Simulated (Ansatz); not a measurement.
Task: a scan of the Hubbard U of BaTiO3, space group Amm2, with Ansatz 0.2.0 through its Python package. Give the script and its output. Use (first run): r2SCAN, PAW, cutoff 530 eV, 6×6×6 k-points, Methfessel-Paxton smearing of 0.01 eV.

```xyz
5
Lattice="3.9855 0.0000 0.0000 0.0000 2.8369 2.8451 0.0000 -2.8369 2.8451" Properties=species:S:1:pos:R:3 pbc="T T T"
Ba    0.0000    0.0000    0.0000
Ti    1.9928    0.0000    2.9157
O     0.0000    0.0000    2.7735
O     1.9928   -1.3804    4.2594
O     1.9928    1.3804    4.2594
```

`plus_u.py`
```python
"""How the states of BaTiO3 follow the Hubbard U."""

import warnings

import ansatz
import numpy as np


def count_gap(report):
    # lowest empty less highest filled band, counting bands; zero where they overlap
    return max(report.get("gap_by_band_count_ev") or 0.0, 0.0)

warnings.simplefilter("ignore", ansatz.DeckWarning)

lattice = ansatz.Lattice.of(
    (3.9855, 0.0, 0.0),
    (0.0, 2.8369, 2.84515),
    (0.0, -2.8369, 2.84515),
)
sites = [
    ("Ba", (0.0, 0.0, 0.0)),
    ("Ti", (0.5, 0.5124, 0.5124)),
    ("O", (0.0, 0.4874, 0.4874)),
    ("O", (0.5, 0.50524, 0.99184)),
    ("O", (0.5, 0.99184, 0.50524)),
]
system = ansatz.Crystal(lattice=lattice)
for symbol, position in sites:
    system = system.atom(symbol, position)

job = (
    system.calculation()
    .functional("r2scan")
    .basis(530)
    .kpoints(6)
    .occupations(ansatz.OccupationsMethod.METHFESSEL_PAXTON, width=0.01)
    .band_table()
)
rows = []
for u in [0.0, 1.5, 3.0, 4.5, 6.0]:
    summary = job.hubbard("Ti", "d", u_eff=u).run().report
    shell = summary["hubbard"]["n_scf"]
    rows.append((u, count_gap(summary), sum(shell) / len(shell), summary["n_iterations"]))
print("      U_eff eV  gap by band count eV  Ti d occupation (projector)      iterations")
for row in rows:
    print(f"{str(row[0]):>14s}  {row[1]:20.3f}  {row[2]:27.4f}  {row[3]:14d}")
print("eigenvalues of the first occupation matrix at the last U, by spin:")
for channel in summary["hubbard"]["n_eig"][0]:
    print("  ", " ".join(f"{n:.3f}" for n in channel))
```

`python plus_u.py` gives:
```text
      U_eff eV  gap by band count eV  Ti d occupation (projector)      iterations
           0.0                 2.262                       2.2815               9
           1.5                 2.431                       2.2179               9
           3.0                 2.621                       2.1519               9
           4.5                 2.836                       2.0833               9
           6.0                 3.080                       2.0126               9
eigenvalues of the first occupation matrix at the last U, by spin:
   0.147 0.147 0.148 0.282 0.283
```

From U = 0 to 6 eV the gap on the mesh goes from 2.26 eV to 3.08 eV.

Reading the output:
- Spin is left out of this run.
- Semilocal gaps usually lie well under measured ones.
- In a crystal with a gap the Fermi level's place inside it depends on smearing and mesh.
- The starting cell is as deposited in a crystallographic database; the results hold for this polymorph, which needn't be the stable one.
- Levels are Kohn-Sham eigenvalues on this mesh, without spin-orbit coupling.
- Shell occupations and the effect of U depend on the projectors; a run with no .spin step is spin-unpolarised, and each U may end in a state that isn't the lowest.
- Run time: 120 s on 1 thread of Arm Neoverse V1, on a shared host, peak memory 0.59 GiB.

(A comment or docstring line of the script was reworded after the run, the code is as it ran.)
